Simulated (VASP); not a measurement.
Here is a VASP 6.6.1 calculation.

The input INCAR:

```
SYSTEM = WC
PREC = Accurate ; ENCUT = 600
EDIFF = 1E-6 ; ISMEAR = -1
SIGMA = 0.05 ; LREAL = .FALSE.
LASPH = .TRUE. ; NELM = 60
ALGO = Normal ; ISIF = 3
LWAVE = .FALSE. ; LCHARG = .FALSE.
GGA = AM ; IBRION = 2
NSW = 60 ; EDIFFG = -0.02
```

The input KPOINTS:

```
regular mesh
0
G
  10 10 9
  0 0 0
```

The input POSCAR:

```
WC
1.0
    2.9065000000      0.0000000000      0.0000000000
   -1.4532500000      2.5171028361      0.0000000000
    0.0000000000      0.0000000000      2.8366000000
W C
1 1
Direct
    0.0000000000      0.0000000000      0.0000000000
    0.6666666667      0.3333333333      0.5000000000
```

Potentials or basis: VASP PAW PBE potentials, release 64 (W_sv, C).

Command:

```sh
$ cat potpaw_PBE.64/W_sv/POTCAR potpaw_PBE.64/C/POTCAR > POTCAR
$ mpirun -np 1 vasp_std > vasp.out
```

(1) Estimate the relaxed cell.

(2) Predict the band gap on the k mesh.

(3) Predict the relaxed volume.

(4) What does it give for the space group after relaxing (to 0.05 Å)?

Answers

(1) a = 2.896 Å, b = 2.896 Å, c = 2.824 Å, α = 90.00°, β = 90.00°, γ = 120.00°.

(2) none (metal or under the smearing width).

(3) 10.26 Å³/atom.

(4) P-6m2 (No. 187).

Caveat: the PAW data sets were made with another functional, which shifts forces and pressure a little.
